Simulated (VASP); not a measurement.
Here is a VASP 6.6.1 calculation.

The input INCAR:

```
SYSTEM = Si
PREC = Accurate ; ENCUT = 520
EDIFF = 1E-6 ; ISMEAR = 0
SIGMA = 0.02 ; LREAL = .FALSE.
LASPH = .TRUE. ; NELM = 100
ALGO = Normal ; ISIF = 2
LWAVE = .FALSE. ; LCHARG = .TRUE.
GGA = CA ; LELF = .TRUE.
LVHAR = .TRUE. ; NBANDS = 11
```

KPOINTS

```
Automatic mesh
0
G
  8 8 8
  0 0 0
```

Contents of POSCAR:

```
Si
1.0
    0.0000000000      2.7009711436      2.7009711436
    2.7009711436      0.0000000000      2.7009711436
    2.7009711436      2.7009711436      0.0000000000
Si
2
Direct
    0.7500000000      0.7500000000      0.7500000000
    0.5000000000      0.5000000000      0.5000000000
```

Potentials or basis: VASP PAW LDA potentials, release 64 (Si).

Launch:

```console
$ cat potpaw_LDA.64/Si/POTCAR > POTCAR
$ mpirun -np 1 vasp_std > vasp.out
```

Q: What does it give for the pressure?

A: 0.1 GPa.

Q: Predict the band gap on the k mesh.

A: 0.49 eV, indirect (least direct gap 2.53 eV).

A k mesh can miss the band edges. LDA gaps usually lie below the measured ones, often by a third to a half.
